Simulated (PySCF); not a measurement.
# Unknowns

All values are calculated (PySCF 2.14.0 with density-fitted response routines): J: B3LYP/pcJ-1 (spin–dipole term left out of most H,H and C,H couplings), shieldings: GIAO PBE0/pcSseg-1, coordinates at the PBE0-D3(BJ)/def2-SVP level. Equivalent nuclei averaged, single conformer, no solvent model, no relativistic terms.

Referencing at the same level of theory: 1H (31.27 ppm), 13C (184.41 ppm) vs TMS. Multiplet labels drop J under 1 Hz and among equivalent protons, and merge close values. Unscaled 3J(H,H) run several per cent high. One-bond C–F couplings are unscaled and too large by tens of Hz. Shifts are as computed. Against solution values, carbons near 30 ppm lie about +2 ppm off and those near 130 ppm about +5 ppm. Of 1211 compounds with measured shifts, 218 miss one by over three times the rms of a fit or turn the order of signals round; such compounds aren't used in these exercises.

(1) C4H6F2O2. 1H NMR (300 MHz, computed): δ 4.66 (m, 2H), 3.73 (m, 4H). 13C{1H} NMR (computed): δ 113.3 (C, t, J = 303.8 Hz), 93.9 (CH2), 71.5 (CH2, t, J = 30.4 Hz). Identify the compound.

(2) C5H6. 1H NMR (300 MHz, computed): δ 6.75 (m, 2H), 6.66 (m, 2H), 3.03 (quint, J = 1.9 Hz, 2H). 13C{1H} NMR (computed): δ 141.3, 140.8, 44.4. Give a structure.

(3) C5H6. 1H NMR (400 MHz, computed): δ 5.74 (quint of d, J = 1.9, 1.0 Hz, 1H), 5.66 (quint, J = 2.2 Hz, 1H), 3.03 (d, J = 1.0 Hz, 1H), 1.90 (t, J = 2.0 Hz, 3H). 13C{1H} NMR (computed): δ 134.9 (C), 133.3 (CH2), 87.0 (C), 86.8 (CH), 26.5 (CH3). Identify the compound.

Answers

(1) 5,5-difluoro-1,3-dioxane (SMILES FC1(F)COCOC1). The formula gives 1 degree of unsaturation (1 ring in the answer). 3 carbon signals for 4 carbons: some carbons are equivalent by symmetry or fast rotation. Carbon types of the structure: 1 × C, 3 × CH2, which accounts for all hydrogens. δC 113.3: fully substituted sp3 carbon bonded to 2 F; 2 electronegative neighbours deshield it. δC 93.9: sp3 carbon bearing two oxygens; 2 electronegative neighbours deshield it. δC 71.5: sp3 CH2 bonded to O; pulled downfield by the heteroatom. δH 4.66: hydrogen on an sp3 carbon bearing two oxygens; its carbon carries O, an electronegative neighbour.

The data come from this structure; uniqueness wasn't tested.

(2) 1,3-Cyclopentadiene (SMILES C1=CCC=C1). Rings plus π bonds: 3 (1 ring in the answer). 3 carbon signals for 5 carbons: some carbons are equivalent by symmetry or fast rotation. Carbon types of the structure: 4 × CH, 1 × CH2, which accounts for all hydrogens. δC 141.3, 140.8: alkene CH; an sp2 carbon of a C=C bond. δC 44.4: allylic sp3 CH2; a saturated carbon with 2 carbon neighbours and no heteroatom attached. δH 6.75, 6.66: hydrogen on an alkene CH; olefinic region. δH 3.03: hydrogen on an allylic sp3 CH2; allylic position.

This is the structure that produced the data.

(3) SMILES C#CC(=C)C. The formula gives 3 degrees of unsaturation (no ring in the answer). 5 carbon signals for 5 carbons: no two carbons are equivalent. Carbon types of the structure: 2 × C, 1 × CH, 1 × CH2, 1 × CH3, which accounts for all hydrogens. δC 134.9: fully substituted alkene carbon; an sp2 carbon of a C=C bond. δC 133.3: terminal =CH2 carbon; an sp2 carbon of a C=C bond. δC 87.0: alkyne carbon; sp carbons lie upfield of alkene carbons because the cylindrical π system leaves one tensor component strongly shielded. δC 86.8: terminal alkyne carbon; the triple bond shields along its axis, which puts it between sp3 and sp2 carbons.

This is the structure that produced the data.
